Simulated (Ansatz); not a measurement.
Zincblende MgO, relaxed with r2SCAN in Ansatz 0.2.0. It is cubic, F-43m (No. 216); conventional cell a = 4.564 Å, 11.88 Å³ an atom. Mg has 4 O at 1.98 Å; O has 4 Mg at 1.98 Å.

The axes x, y and z are those of this cell:
```yaml
crystal:
  lattice:
    - [0.00000, 2.28201, 2.28201]
    - [2.28201, 0.00000, 2.28201]
    - [2.28201, 2.28201, 0.00000]
  atoms:
    - { symbol: Mg, position: [0.00000, 0.00000, 0.00000] }
    - { symbol: O, position: [0.25000, 0.25000, 0.25000] }
```

Unstrained: With PBE the gap is 3.657 eV and direct, at Γ. The r2SCAN gap is direct at Γ: 4.336 eV. HSE06 gives a direct gap of 5.268 eV at Γ. Meshes: PBE 10×10×10, r2SCAN 10×10×10, HSE06 6×6×6. Strains are changes of length per length. After each strain the atoms were relaxed again with r2SCAN within the symmetry that the strain leaves, so tilts or polar shifts that break it weren't tested; points keep the names that they have in the unstrained zone. Spin-unpolarised throughout. Whether this structure exists isn't addressed.

(1) One strain changed the r2SCAN stress by xx -6.41, yy -6.41, zz -6.41, xy +3.19, xz +3.19, yz +3.19 GPa (compression positive) and the gap by -0.536 eV (PBE), -0.558 eV (r2SCAN), -0.573 eV (HSE06). Which kind of strain was it, and roughly how large?

(2) Apply uniaxial +5.0 % along z, other directions held. How far does the gap move, against the unstrained cell?

(3) One strain changed the r2SCAN stress by xx +19.68, yy +19.68, zz +19.68 GPa (compression positive) and the gap by +0.732 eV (PBE), +0.773 eV (r2SCAN), +0.815 eV (HSE06). Which kind of strain was it, and roughly how large?

(4) Estimate what uniaxial +2.0 % along x, other directions held does to the gap.

(5) Estimate what isotropic +0.5 % on every length does to the gap.

Answers

(1) Epitaxial +4.0 % in the plane normal to [111], free normal strain -2.20 %. The pattern of the stress gives the kind; the size needs the stiffness, so it is an estimate.

(2) PBE: the gap goes from 3.657 to 3.330 eV (-0.327 eV); it turns from direct (Γ) to indirect (Γ–K (0.29) → Γ); least and direct gap lie within 0.04 eV, so its kind isn't settled; with r2SCAN the top three valence levels at Γ, degenerate before, become 2+1 from the top over 114 meV. r2SCAN: the gap goes from 4.336 to 3.992 eV (-0.344 eV); it turns from direct (Γ) to indirect (Γ–K (0.29) → Γ); least and direct gap lie within 0.04 eV, so its kind isn't settled. HSE06: the gap goes from 5.268 to 4.910 eV (-0.358 eV); least and direct gap lie within 0.04 eV, so its kind isn't settled. The r2SCAN energy rises by 14.2 meV an atom.

(3) Isotropic -4.0 % on every length. The pattern of the stress gives the kind; the size needs the stiffness, so it is an estimate.

(4) PBE: the gap goes from 3.657 to 3.528 eV (-0.129 eV); least and direct gap lie within 0.04 eV, so its kind isn't settled; with r2SCAN the top three valence levels at Γ, degenerate before, become 2+1 from the top over 44 meV. r2SCAN: the gap goes from 4.336 to 4.199 eV (-0.137 eV); least and direct gap lie within 0.04 eV, so its kind isn't settled. HSE06: the gap goes from 5.268 to 5.127 eV (-0.141 eV); least and direct gap lie within 0.04 eV, so its kind isn't settled. The r2SCAN energy rises by 2.3 meV an atom.

(5) PBE: the gap goes from 3.657 to 3.572 eV (-0.085 eV). r2SCAN: the gap goes from 4.336 to 4.247 eV (-0.089 eV). HSE06: the gap goes from 5.268 to 5.174 eV (-0.094 eV). The r2SCAN energy rises by 1.0 meV an atom.

Where an edge lies off the special points, it is a point of the mesh or the k point where a search put PBE's edge or least direct gap, reused for the other functionals, whose own edges may lie a little apart.

The meshes of the hybrids are coarse, so their gaps aren't converged to the digits shown.

The splittings at Γ are without spin-orbit coupling, which regroups them where it is of like size or larger.
